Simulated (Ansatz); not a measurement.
# CoSi2: single point with PBE

CoSi2:

```xyz
3
Lattice="0.0000 2.6780 2.6780 2.6780 0.0000 2.6780 2.6780 2.6780 0.0000" Properties=species:S:1:pos:R:3 pbc="T T T"
Co    0.0000    0.0000    0.0000
Si    4.0170    4.0170    4.0170
Si    1.3390    1.3390    1.3390
```

```
Program             : Ansatz 0.2.0
Task                : single point
Functional          : PBE
Potentials or basis : Ansatz PAW
Cutoff              : 420 eV (not typed: the program's choice for these potentials)
k mesh              : 7 × 7 × 7
Occupations         : fermi-dirac, width 0.05 eV
Spin                : collinear spin, ferromagnetic start
Starting moments    : [1.0, 0.0, 0.0] μB
Fixed moment        : 1 μB
```

| Property | Result |
| --- | --- |
| Pressure | 4.8 GPa |
| Net moment | 1.00 μB per cell |
| Absolute moment | 1.00 μB per cell |
| Site moments | Co +0.57; Si +0.09 μB |

Run time: 2.1 s on 2 threads of Arm Neoverse V1 (shared host), peak memory 0.3 GiB.

Caveat: the total moment is fixed, so each spin has its own Fermi level; the thresholds are loose for stress.
